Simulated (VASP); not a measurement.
Input of a VASP 6.6.1 run:

File INCAR:

```
PREC = Accurate
ENCUT = 520
EDIFF = 1E-6
ISMEAR = -1
SIGMA = 0.05
LREAL = Auto
LASPH = T
NELM = 100
ALGO = Normal
ISIF = 2
LWAVE = F
LCHARG = F
GGA = CA
NBANDS = 46
```

Contents of KPOINTS:

```
Automatic mesh
0
Gamma
  2 2 2
```

POSCAR

```
MgO
1.0
    0.0000000000      3.9800400000      3.9800400000
    3.9800400000      0.0000000000      3.9800400000
    3.9800400000      3.9800400000      0.0000000000
Mg O
8 8
Direct
   -0.0647857810      0.1463427503     -0.0227510276
   -0.0516954603      0.1476995206      0.4637516206
   -0.0428764535      0.6253580366     -0.0599868343
   -0.0724490206      0.6475186179      0.4552843690
    0.4582114753      0.1373353032     -0.0514567693
    0.4813645089      0.1385538839      0.4160636577
    0.4130737380      0.6615637029     -0.0330273063
    0.4383875539      0.6318026955      0.4731861991
    0.2141561391      0.3485768987      0.2010909438
    0.2167943036      0.3969683722      0.6953573331
    0.1844202571      0.8852423594      0.2096712596
    0.1680510749      0.8965362157      0.7161611441
    0.6964879750      0.3888780012      0.1870709842
    0.6788499613      0.4085009196      0.6974929900
    0.7169651561      0.8885714716      0.1748098009
    0.6835860946      0.9181566014      0.6899930654
```

Potentials or basis: VASP PAW LDA potentials, release 64 (Mg, O).

Command:

```bash
$ cat potpaw_LDA.64/Mg/POTCAR potpaw_LDA.64/O/POTCAR > POTCAR
$ mpirun -np 1 vasp_std > vasp.out
```

Predict the largest force.

3.706 eV/Å.

Predict the band gap on the k mesh.

6.25 eV, direct.

Stress tensor (GPa, compression positive):
```
35.99 -0.12 -0.73
-0.12 32.19  0.13
-0.73  0.13 35.83
```

Caveat: the k mesh is coarse (spacing up to 0.68 Å⁻¹), so the values aren't converged; a pressure of tens of GPa on the cell as given is suspect, and the run, the potentials or the cell itself is likely at fault; forces of over 1 eV/Å show positions far from the minimum, so gaps and moduli don't describe the material at rest.
